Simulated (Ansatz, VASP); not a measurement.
# Zn36HO36 (bond-centred H+ along c in ZnO) in two plane-wave programs, part 2 of 2

One calculation is typed for both programs; each brings its own data sets. How far apart do they land? The cell is taken from a series of runs on this material, whose earlier steps may have relaxed, scaled, displaced or heated it; both programs get it as it stands.

VASP 6.6.1 and Ansatz 0.2.0.

So far: Set-up; Ansatz: single point, r2SCAN.

**3. VASP: single point, r2SCAN**

Level of this step: r2SCAN; plane waves and PAW (Zn, O, H) (VASP).

The same cell, functional, mesh and smearing now go to VASP, with its own data sets.

Lines of VASP's logs that name or quote its potential files are left out, and so is its time.

Contents of INCAR:

```
SYSTEM = Zn36HO36
PREC = Accurate
ENCUT = 580
EDIFF = 1E-06
NELM = 120
ISMEAR = -1
SIGMA = 0.01
LREAL = Auto
ALGO = Normal
METAGGA = R2SCAN
LASPH = .TRUE.
NELECT = 648
NBANDS = 376
LORBIT = 11
LWAVE = .FALSE.
LCHARG = .FALSE.
ISIF = 2
ISYM = 0
GGA_COMPAT = .FALSE.
EFERMI = MIDGAP
LMIXTAU = .TRUE.
NCORE = 2
```

Contents of POSCAR:

```
Zn36HO36
1.0
    9.7058587916      0.0000000000      0.0000000000
   -4.8529293958      8.4055202790      0.0000000000
    0.0000000000      0.0000000000     10.4220577674
Zn O H
36 36 1
Direct
    0.1107876610      0.2219665063      0.2504428057
    0.2214872533      0.1091655505      0.0010132694
    0.1087565186      0.2182860433      0.7494918011
    0.2217686356      0.1097970034      0.4991846989
    0.1108709016      0.5562282690      0.2504243560
    0.2085104321      0.4373159600      0.9910037072
    0.1087719777      0.5578906215      0.7494436197
    0.2082327868      0.4371374968      0.5103852662
    0.1108071613      0.8890981878      0.2491374629
    0.2215225630      0.7784546117      0.0010024951
    0.1107803554      0.8890688364      0.7498812137
    0.2218194032      0.7780327592      0.4991205131
    0.4436072971      0.2219893013      0.2503848661
    0.5564399538      0.1113415852      0.0015765868
    0.4419859962      0.2183798542      0.7493938474
    0.5559562587      0.1110727893      0.4985609408
    0.4443703863      0.5559751960      0.1720725145
    0.5625890970      0.4373514767      0.9910692720
    0.4441199311      0.5557442875      0.7578087911
    0.5625054272      0.4373517292      0.5101730376
    0.4436805288      0.8891527658      0.2503882965
    0.5626709303      0.7915452411      0.9908842339
    0.4419964419      0.8910964460      0.7493601729
    0.5625345871      0.7912919256      0.5101616799
    0.7774395843      0.2225008788      0.2497383467
    0.8885852298      0.1113267349      0.0016067653
    0.7774037498      0.2224717423      0.7498915534
    0.8887251567      0.1110533554      0.4986399684
    0.7779537624      0.5563042034      0.2503940204
    0.8886622159      0.4435241883      0.0016087269
    0.7814930530      0.5578899442      0.7494053585
    0.8887488940      0.4438899098      0.4985827576
    0.7780035411      0.8892019646      0.2504515282
    0.8907457745      0.7784389693      0.0010090024
    0.7815181548      0.8910831083      0.7493871809
    0.8900787532      0.7780843561      0.4991734284
    0.2222410640      0.1118750257      0.1903933128
    0.1119721717      0.2231523460      0.4402690617
    0.2215591817      0.1105546174      0.6884852310
    0.1090221955      0.2177123307      0.9387958564
    0.2180727152      0.4425607158      0.1856338260
    0.1120308970      0.5550692054      0.4402088226
    0.2224864362      0.4448490510      0.6977468388
    0.1091359349      0.5576441681      0.9387315666
    0.2222894219      0.7776122381      0.1904083973
    0.1111607703      0.8887044755      0.4386341350
    0.2215969421      0.7782609813      0.6884110261
    0.1111789534      0.8887359515      0.9393632496
    0.5550319383      0.1112072356      0.1908351788
    0.4446875341      0.2232669736      0.4401655541
    0.5560183667      0.1116876912      0.6881084077
    0.4422193138      0.2177523476      0.9386623508
    0.5573079899      0.4426591004      0.1855485857
    0.4442203886      0.5553182255      0.4631602835
    0.5549885997      0.4449165464      0.6974806959
    0.4445641367      0.5554832430      0.9535019645
    0.5575135437      0.7822122550      0.1854929082
    0.4447618429      0.8878041052      0.4401646071
    0.5549879969      0.7773413344      0.6976040174
    0.4422891658      0.8908810030      0.9386545277
    0.8887900799      0.1112302344      0.1908642239
    0.7777855500      0.2220646648      0.4392729231
    0.8882358093      0.1116620175      0.6882032554
    0.7778340900      0.2221278984      0.9399434570
    0.8888124766      0.4449252922      0.1908684003
    0.7765769353      0.5551525480      0.4401786100
    0.8882252759      0.4438791463      0.6881299203
    0.7822088272      0.5576827362      0.9386849809
    0.8880286627      0.7776782401      0.1903922739
    0.7766520559      0.8878193872      0.4402639277
    0.8893220156      0.7783053970      0.6884684393
    0.7822867206      0.8909505366      0.9387030196
    0.4435100314      0.5549902498      0.3776189794
```

Contents of KPOINTS:

```
Points of the shifted mesh
1
Reciprocal
 0.2500000000  0.2500000000  0.2500000000 1
```

The projector-augmented-wave data sets are Zn, O and H (PBE family, release 64).

Command:

```sh
> mpirun -np 8 vasp_std
```

Numbers of over 12 decimals in the logs are rounded to 6 here.

Log:

```text
[banner, memory and clock lines left out]
running    8 mpi-ranks, on    1 nodes
[...]
|                                                                             |
|               ----> ADVICE to this user running VASP <----                  |
|                                                                             |
|     You enforced a specific xc type in the INCAR file but a different       |
|     [... a line on the potential file left out ...]
|     I HOPE YOU KNOW WHAT YOU ARE DOING!                                     |
|                                                                             |

 LDA part: xc-table for (None), standard interpolation
 POSCAR, INCAR and KPOINTS ok, starting setup
[...]
entering main loop
       N       E                     dE             d eps       ncg     rms          rms(c)
DAV:   1     0.101543027618E+05    0.10154E+05   -0.29911E+05   752   0.278E+03
DAV:   2     0.189539838314E+04   -0.82589E+04   -0.79279E+04   752   0.786E+02
DAV:   3    -0.479152536986E+03   -0.23746E+04   -0.22465E+04   768   0.319E+02
DAV:   4    -0.829098931284E+03   -0.34995E+03   -0.34432E+03   816   0.128E+02
DAV:   5    -0.842684263821E+03   -0.13585E+02   -0.13471E+02   832   0.259E+01BRMIX: very serious problems
 the old and the new charge density differ
 old charge density:   649.00000 new  648.00001
    0.616E+01
DAV:   6    -0.725728573717E+03    0.11696E+03   -0.13039E+02  1168   0.706E+01    0.390E+01
DAV:   7    -0.661782194690E+03    0.63946E+02   -0.71398E+01   784   0.195E+01    0.237E+01
DAV:   8    -0.717238150130E+03   -0.55456E+02   -0.35865E+01   936   0.500E+01    0.108E+01
DAV:   9    -0.651744639688E+03    0.65494E+02   -0.18522E+01   920   0.351E+01    0.449E+00
[...]
DAV:  30    -0.659307343011E+03   -0.62872E-05   -0.48591E-07   424   0.454E-03    0.780E-03
DAV:  31    -0.659307345130E+03   -0.21193E-05   -0.42765E-07   424   0.227E-03    0.702E-03
DAV:  32    -0.659307345424E+03   -0.29396E-06   -0.22834E-07   424   0.155E-03
   1 F= -.65930735E+03 E0= -.65930735E+03  d E =0.000000E+00
```

From OUTCAR (step 3):

```text
  FREE ENERGIE OF THE ION-ELECTRON SYSTEM (eV)
  ---------------------------------------------------
  free  energy   TOTEN  =      -659.3073454238 eV

  energy  without entropy=     -659.3073454238  energy(sigma->0) =     -659.30734542

[... 1 further part left out ...]
```

The cell is charged against a uniform background.

The run ends at a pressure of 0.79 GPa, with forces up to 5.1 eV/Å.

**4. Side by side**

Known differences besides the potentials themselves: VASP keeps PBE cores, Ansatz makes them for the functional; the cutoff is 500 eV in Ansatz and 580 eV in VASP (PREC = Accurate, projectors in real space). Total energies have different zeros and are not compared.

Both answers:

| quantity | Ansatz | VASP | difference |
| --- | --- | --- | --- |
| gap on the k mesh (eV) | 2.789 | 2.788 | +0.001 |

Forces on 7 of the 73 atoms, those with the largest forces and the largest differences (eV/Å; atoms numbered as in POSCAR):

| atom | Ansatz x, y, z | VASP x, y, z |
| --- | --- | --- |
| Zn17 | -0.001, -0.002, 0.050 | -0.029, 0.011, 0.089 |
| O41 | -0.007, -0.003, 0.004 | -0.035, -0.018, 0.021 |
| O53 | 0.006, -0.003, 0.005 | 0.031, -0.017, 0.020 |
| O54 | 0.024, 0.013, 4.537 | 0.028, 0.013, 4.878 |
| O56 | 0.000, 0.000, -0.020 | 0.003, -0.002, -0.038 |
| O57 | 0.000, 0.007, 0.005 | -0.002, 0.038, 0.021 |
| H73 | -0.023, -0.012, -4.640 | -0.025, -0.013, -5.051 |

The forces differ by 37 meV/Å r.m.s., which is 7.9 % of the r.m.s. force of 0.475 eV/Å (both taken over all components). A gap on the mesh is an upper bound, since the band edges may lie between its points. The cell carries a charge of +1 e against a uniform background, so its pressure also hangs on how the neutralising background is counted, and in a defect's cell a gap may be the spacing between its levels.

**5. Summary of results**

```json
{
 "r.m.s. force difference (single point, r2SCAN)": "7.9 % of the r.m.s. force"
}
```

The r.m.s. force difference is 7.9 % of the r.m.s. force (single point, r2SCAN), beyond the 3 % picked in this series as the mark of a large difference. What causes the difference of the single point, r2SCAN pair stays open here. Such differences can come from data sets, numerical settings and the points named under the comparisons, not from the functional's error against experiment.

[Lines on the potential files, build, host, timing and source positions are cut from VASP's logs without a mark.]

[Logs are printed without paths, hosts, clocks, repeated set-up lines and the standing remarks that a program may print on its own settings, such as how far it seeks lower states.]

[Hosts, paths, dates, database ids (printed as entryN), source tags and the programs' standing remarks are cut or masked in the printed files.]
